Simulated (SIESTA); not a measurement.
Y:

```
Y
1.0
     3.64254    0.00000    0.00000
    -1.82127    3.15454    0.00000
     0.00000    0.00000   11.84413
Y
4
Direct
  0.67778 0.33328 0.75145
  0.99857 0.98937 0.50459
  0.34126 0.67218 0.25273
  0.99905 0.99244 0.99907
```

The cell isn't the ideal one: atoms moved at random, drawn with an rms of 0.05 Å.

Base run:

```yaml
Program: SIESTA 5.4.2
Functional: PBE
Potentials_or_basis: PseudoDojo 0.4 standard (PBE files)
Basis: DZP (energy shift 0.003 Ry; two zetas on semicore shells)
Grid_cutoff: 800 Ry
Energy_shift: 0.003 Ry
k_mesh: 8 × 8 × 3
Occupations: fermi-dirac, width 0.05 eV
Spin: no spin polarisation
```

Its results: band gap on the k mesh none (metal or under the smearing width); pressure -1.6 GPa; largest force 0.115 eV/Å.

Question: The run is repeated on the same cell with these changes: functional from PBE to PBEsol; potentials or basis from PseudoDojo 0.4 standard (PBE files) to PseudoDojo 0.4 standard (PBEsol files). What comes out?

Answer: Band gap on the k mesh none (metal or under the smearing width); pressure -3.4 GPa; largest force 0.108 eV/Å.

Caveats: the basis of atomic orbitals isn't converged, which shifts pressures, moduli and gaps.
